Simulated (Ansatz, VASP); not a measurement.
Two plane-wave programs on Si

```
Si
1.0
     2.44400    0.00000    0.00000
    -1.22200    2.11657    0.00000
     0.00000    0.00000    4.15200
Si
2
Direct
  0.33333 0.66667 0.25000
  0.66667 0.33333 0.75000
```

This isn't the form of Si at room conditions, which is diamond.

Alike in both runs: task relaxation of cell and atoms; functional LDA; k mesh 15 × 15 × 8; occupations fermi-dirac, width 0.05 eV; no spin polarisation.

```csv
,VASP,Ansatz
version,VASP 6.6.1,Ansatz 0.2.0
potentials or method,"VASP PAW LDA potentials, release 64 (Si)","plane waves, PAW"
plane-wave cutoff (eV),600,420
valence electrons in the cell,8,8
```

```csv
,VASP,Ansatz,Ansatz less VASP
relaxed volume (Å³/atom),13.78,13.77,-0.010
relaxed cell length with the largest relative difference (Å),4.509,4.507,-0.0019
energy change over the relaxation (meV/atom),-320,-318,+2.5
```

Caveats: the volume moved by over 15 % at a fixed basis, so the end points are rough (VASP); the volume moved by +28 % from the deposited cell, more than functionals usually miss.
